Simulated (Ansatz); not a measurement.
# MoS2 (P6_3/mmc) in Ansatz: band structure with HSE06

Aim: the band structure of MoS2 with HSE06.

Everything below comes from runs of Ansatz 0.2.0. Logs are shortened: lines on timing, memory, paths and dates and some standing lists are left out, and cuts for length are marked.

**What was measured.**

“Multiwavelength excitation Raman Scattering Analysis of bulk and 2 dimensional MoS2: Vibrational properties of atomically thin MoS2 layers”, 2015, arxiv:1506.03228 reports, for a bulk crystal of MoS2 at 300 K: band gap 1.3 eV (indirect).

The runs below are set against these values where they give the same quantity.

## Step 1: The structure

Symmetry: P6_3/mmc, No. 194, hexagonal system. The conventional cell has a = 3.169 Å, b = 3.169 Å, c = 12.324 Å, α = 90.00°, β = 90.00°, γ = 120.00°. Mo (site symmetry -6m2) is surrounded by 6 S at 2.41 Å. S (site symmetry 3m) is surrounded by 3 Mo at 2.41 Å.

## Step 2: Band structure, HSE06

Contents of input:

```
crystal:
  lattice:
    - [3.169, 0.0, 0.0]
    - [-1.5845, 2.7444345046, 0.0]
    - [0.0, 0.0, 12.324]
  atoms:
    - { symbol: Mo, position: [0.6666666667, 0.3333333333, 0.75] }
    - { symbol: Mo, position: [0.3333333333, 0.6666666667, 0.25] }
    - { symbol: S, position: [0.6666666667, 0.3333333333, 0.377] }
    - { symbol: S, position: [0.3333333333, 0.6666666667, 0.877] }
    - { symbol: S, position: [0.6666666667, 0.3333333333, 0.123] }
    - { symbol: S, position: [0.3333333333, 0.6666666667, 0.623] }
hamiltonian:
  xc: hse06
  pseudopotentials: { kind: paw }
kpoints:
  mp_grid: { grid: [6, 6, 2] }
  band_path:
    path:
      - [[0.0, 0.0, 0.0], [0.5, 0.0, 0.0], [0.3333333333, 0.3333333333, 0.0], [0.0, 0.0, 0.0], [0.0, 0.0, 0.5], [0.5, 0.0, 0.5], [0.3333333333, 0.3333333333, 0.5], [0.0, 0.0, 0.5]]
      - [[0.5, 0.0, 0.5], [0.5, 0.0, 0.0]]
      - [[0.3333333333, 0.3333333333, 0.0], [0.3333333333, 0.3333333333, 0.5]]
    npoints: 4
scf:
  occupations: { method: fermi_dirac, width: 0.05 }
  n_extra_bands: 15
output:
  forces: true
  stress: true
  eigenvalues: true
  fatbands: false
```

Potentials or basis: Ansatz PAW.

The program printed:

```text
Warning: output.stress: scf.convergence.dr2_threshold = 1e-7 eV (the SCF's general default) is looser than the 6e-10 eV advised for a printed stress (1e-10 eV for each atom of the cell: 6). What an SCF threshold leaves in a stress goes as its square root, and in the free energy as the threshold itself, and one threshold admits the most on a small cell: of the crystals measured, under no hybrid functional and no lock of the moments, on runs that ended without the residual-converged pass, on stresses that held no estimate of that error, the worst erred by over 100 MPa in a component at 1e-7 eV an atom and by under 5 at 1e-10. Set scf.convergence.dr2_threshold to 6e-10 eV or tighter. The threshold is an SCF's pass mark: one that does not reach it within its budget of iterations ends unconverged, or closes short of it on a stop that the run arms, and scf.convergence.dr2_threshold's page says what that costs each kind of run
Warning: output.stress: scf.exx.energy_threshold = 1e-6 eV is looser than the 6e-8 eV advised for a stress under a hybrid functional (1e-8 eV for each atom of the cell: 6). Every SCF of the exchange loop can meet its threshold on dr2 while the loop round them stops early: no threshold on dr2 bounds what that leaves in the stress. Set scf.exx.energy_threshold to 6e-8 eV or tighter. The threshold is the loop's pass mark: a loop that does not reach it within its budget of cycles ends unconverged, and scf.exx.energy_threshold's page has the law
scf.n_extra_bands = 15 over 26 filled bands (N_el = 52.0): the run solves 41 bands
GPUs: using 1 of 1 available (devices: 1).
Engine: ansatz 0.2.0, x86_64-unknown-linux-gnu
Pseudopotentials: kind: paw
Pseudopotential: Mo, paw, valence charge 14, recommended cutoff 420 eV (normal), Mo.paw.azcp
Pseudopotential: S, paw, valence charge 6, recommended cutoff 420 eV (normal), S.paw.azcp
Functional definition: HSE06
  parameter a = 0.25
  parameter omega = 0.11/bohr
  exchange = pbe_x - a*pbe_x_sr(omega) + a*exact_x_sr(omega)
  correlation = pbe_c
device memory: the entry about to start is reckoned to put 1.4 GiB on a device that reports 52.7 GiB free (of which the cap on the GPU budget leaves the run 18.0 GiB)
GPU FFT provider: cuFFT
GPU libraries: cuBLAS 13.8.2, cuFFT 12.4.0, cuSOLVER 12.3.4
Crystal: 6 atoms, lattice volume = 107.183 Å³
Basis set: ecut = 420 eV, 2081 PW (Γ), exchange–correlation on 48×48×180 points (8 copies of the dense FFT grid, shifted against one another)
Bands: 41, of which v1, the nominal top of the filled ones, is band 26 counted from 1 (25 counted from 0)
Symmetry: 24 space group operations
Space group: P63/mmc (ITA 194), of the structure as read, at distance tolerance 4.8e-5 Å
k-points: 14 of 72
Non-local potential: Mo, projectors of the file, l = 0: 3, l = 1: 2, l = 2: 2, l = 3: 1
Non-local potential: S, projectors of the file, l = 0: 2, l = 1: 2, l = 2: 2
PAW form: soft (Blöchl's): semilocal exchange-correlation on the pseudo side does not see the compensation charge
PAW frozen core: Mo, regenerated for the run's functional, and the local potential with it (the file was generated under x = pbe(κ = 0.804, μ = 0.2195149727645171), c = pbe(β = 0.06672455060314922))
PAW frozen core: S, regenerated for the run's functional, and the local potential with it (the file was generated under x = pbe(κ = 0.804, μ = 0.2195149727645171), c = pbe(β = 0.06672455060314922))
[... 52 lines left out ...]
NSCF: frozen V_eff on 39 k-points, pencils in batches of 32, up to order 184
hybrid SCF converged: 2 outer / 12 inner (+4 warm-up), last move |dexx| = 6.87e-7 eV, tail = 1.83e-8 eV
Stability not checked: this state was not tested for a lower state beside it, because the functional holds exact exchange (a hybrid, or Hartree-Fock), whose exchange loop this test does not read (fock_operator; see scf.lower_state_search)
Free energy (F): -13531.565361 eV
Frozen-core exchange: fock
Harris-Foulkes:  -13531.565361 eV  (|F-HF|=1.48e-9)
Internal energy: -13531.565361 eV  (E = F + TS)
E sigma→0 (E₀):  -13531.565361 eV
Entropy (-TS):   -0.000000 eV (-0.000 meV/atom)
Fermi energy:    11.192959 eV
--- Per-component energies (eV) ---
  E_band       = -403.130953
  E_kinetic    = 1307.373830
  E_local      = -3905.421102  (includes V_loc(G=0)·N_el)
  E_nonlocal   = 393.997839
  E_hartree    = 1498.473456
  E_xc         = -607.032970
  E_vxc        = -646.391490  (∫ρ·V_xc dr)
  E_exx        = -128.770114  (= α·E_x^exact, valence–valence)
  E_paw        = -8827.718054  (= ΣΔE_a)
  E_vpaw       = -292.095507  (= ΣTr[D̂ρ^β])
  E_aug_tail   = 0.000084  (compensation charges beyond the density's cutoff)
  E_ewald      = -3261.216446
  E_core_change = -1.251883  (= ΣΔE_core)
  E_smearing   = -0.000000  (= −TS)
  E_closure    = 0.000000  (closes the sum)
  Σ components = -13531.565361   (vs F -13531.565361, Δ=-1.82e-12)
--- Forces (eV/Å), atoms counted from 1 ---
  atom   1  Mo     0.00000000    -0.00000000     0.00000000
  atom   2  Mo    -0.00000000     0.00000000     0.00000000
  atom   3  S      0.00000000    -0.00000000    -0.59424729
  atom   4  S      0.00000000     0.00000000    -0.59424729
  atom   5  S     -0.00000000    -0.00000000     0.59424729
  atom   6  S      0.00000000     0.00000000     0.59424729
  max |Σ_I F_I| component: 2.22e-16 eV/Å
--- Stress (GPa, compression-positive) ---
       -2.903098       0.000000      -0.000000
        0.000000      -2.903098       0.000000
       -0.000000       0.000000      -2.724614
  P = ⅓ Tr σ = -2.8436 GPa (-28.436 kbar)
--- Band table (eV; the first three rows and the last of 14) ---
  k-point 0: bands = ["-55.0211", "-55.0211", "-27.7595", "-27.7593", "-27.4946", "-27.4946", "-27.4946", "-27.4946", "-6.0690", "-5.7719", "-4.7228", "-4.2322", "2.8239", "3.9680", "6.6006", "6.8236", "6.8236", "6.8401", "6.8401", "8.1395", "8.1395", "8.1939", "8.1939", "9.1050", "9.2722", "10.5225", "13.3442", "13.3442", "13.3757", "13.3757", "13.4869", "13.4869", "13.6877", "13.6877", "16.9097", "17.0221", "19.5631", "20.0852", "20.1430", "21.5300", "21.5300"]
  k-point 1: bands = ["-55.0211", "-55.0211", "-27.7594", "-27.7594", "-27.4946", "-27.4946", "-27.4946", "-27.4946", "-5.9427", "-5.9427", "-4.4584", "-4.4584", "3.3075", "3.3075", "6.8317", "6.8317", "6.8317", "6.8317", "7.6268", "7.6268", "8.1667", "8.1667", "8.1667", "8.1667", "10.2136", "10.2136", "13.3482", "13.3482", "13.3482", "13.3482", "13.5985", "13.5985", "13.5985", "13.5985", "16.9721", "16.9721", "19.8358", "19.8358", "20.7435", "20.7435", "21.7388"]
  k-point 2: bands = ["-55.0092", "-55.0092", "-27.7361", "-27.7359", "-27.6149", "-27.6149", "-27.5220", "-27.5220", "-5.6204", "-5.3315", "-4.5125", "-4.0787", "3.3162", "4.4233", "5.9007", "5.9403", "6.0159", "6.8873", "7.2738", "7.3151", "7.5018", "7.5721", "8.2016", "9.1362", "9.2061", "9.6784", "12.6441", "13.0246", "13.1090", "13.2419", "13.2727", "13.4283", "13.9511", "14.1033", "18.5107", "18.7072", "20.1204", "20.4195", "20.7334", "21.1091", "21.3477"]
  k-point 13: bands = ["-54.9675", "-54.9675", "-27.8384", "-27.8384", "-27.8033", "-27.8033", "-27.6532", "-27.6532", "-3.4959", "-3.4959", "-3.4524", "-3.4524", "3.7002", "3.7002", "4.5049", "4.5049", "5.2268", "5.2268", "5.5217", "5.5217", "6.6648", "6.6648", "7.2389", "7.2389", "9.8265", "9.8265", "12.0383", "12.0383", "13.5906", "13.5906", "14.1823", "14.1823", "15.6782", "15.6782", "18.0693", "18.0693", "18.8378", "18.8378", "20.3579", "20.3579", "22.5997"]
```

bands.tsv:

```text
# k_distance	band_0	band_1	band_2	band_3	band_4	band_5	band_6	band_7	band_8	band_9	band_10	band_11	band_12	band_13	band_14	band_15	band_16	band_17	band_18	band_19	band_20	band_21	band_22	band_23	band_24	band_25	band_26	band_27	band_28	band_29	band_30	band_31	band_32	band_33	band_34	band_35	band_36	band_37	band_38	band_39	band_40
[... 59 lines left out ...]
7.019584	-66.160400	-66.160400	-39.031320	-39.031320	-38.996245	-38.996245	-38.846100	-38.846100	-14.688825	-14.688825	-14.645337	-14.645337	-7.492757	-7.492757	-6.688056	-6.688056	-5.966192	-5.966192	-5.671214	-5.671214	-4.528157	-4.528157	-3.954041	-3.954041	-1.366407	-1.366407	0.845349	0.845349	2.397655	2.397655	2.989342	2.989342	4.485225	4.485225	6.876402	6.876402	7.644814	7.644814	9.164949	9.164949	11.406730
```

Run time: 74 s. Hardware: 1 × NVIDIA H100 80GB HBM3 with 2 threads of AMD EPYC 7R13 (Zen 3), shared host; peak memory 2.4 GiB.

Results:

* Free energy: -13531.5654 eV
* Pressure: -2.8 GPa
* Largest force: 0.594 eV/Å
* Band gap on the k mesh: 1.44 eV, indirect (least direct gap 2.12 eV)
* Band gap along the path: 1.44 eV, indirect (least direct gap 2.12 eV)

Forces in eV/Å, atoms in the order of the input:
```
Mo   0.000  0.000  0.000
Mo   0.000  0.000  0.000
S    0.000  0.000 -0.594
S    0.000  0.000 -0.594
S    0.000  0.000  0.594
S    0.000  0.000  0.594
```

Stress tensor (GPa, compression positive):
```
-2.90  0.00  0.00
 0.00 -2.90  0.00
 0.00  0.00 -2.72
```

Levels at the corners of the path, in eV from the valence-band top:
| point | band 23 | band 24 | band 25 | band 26 | band 27 | band 28 | band 29 | band 30 |
| --- | --- | --- | --- | --- | --- | --- | --- | --- |
| Γ | -2.33 | -1.42 | -1.25 | 0.00 | 2.82 | 2.82 | 2.85 | 2.85 |
| M | -1.96 | -1.75 | -1.58 | -1.44 | 2.24 | 2.29 | 2.67 | 2.95 |
| K | -3.08 | -3.08 | -0.77 | -0.60 | 1.51 | 1.51 | 2.56 | 3.62 |
| Γ | -2.33 | -1.42 | -1.25 | 0.00 | 2.82 | 2.82 | 2.85 | 2.85 |
| A | -2.36 | -2.36 | -0.31 | -0.31 | 2.83 | 2.83 | 2.83 | 2.83 |
| L | -1.85 | -1.85 | -1.50 | -1.50 | 2.26 | 2.26 | 2.82 | 2.82 |
| H | -3.28 | -3.28 | -0.70 | -0.70 | 1.52 | 1.52 | 3.07 | 3.07 |
| A | -2.36 | -2.36 | -0.31 | -0.31 | 2.83 | 2.83 | 2.83 | 2.83 |
| L | -1.85 | -1.85 | -1.50 | -1.50 | 2.26 | 2.26 | 2.82 | 2.82 |
| M | -1.96 | -1.75 | -1.58 | -1.44 | 2.24 | 2.29 | 2.67 | 2.95 |
| K | -3.08 | -3.08 | -0.77 | -0.60 | 1.51 | 1.51 | 2.56 | 3.62 |
| H | -3.28 | -3.28 | -0.70 | -0.70 | 1.52 | 1.52 | 3.07 | 3.07 |

Caveat: this functional lacks dispersion, which binds the layers, so the pressure and a relaxed spacing across them are unreliable; the PAW data sets come from PBE, with cores solved anew for the run's functional, which leaves a small shift of forces and pressure; the thresholds are loose for stress.

## Step 3: How close it comes

Step 2. Against the measured gap of MoS2, 1.3 eV (indirect; 300 K; “Multiwavelength excitation Raman Scattering Analysis of bulk and 2 dimensional MoS2: Vibrational properties of atomically thin MoS2 layers”, 2015, arxiv:1506.03228), the calculated 1.44 eV is off by +0.14 eV. Spin-orbit coupling on Mo is left out. The value is that of HSE06, without temperature or zero-point motion.
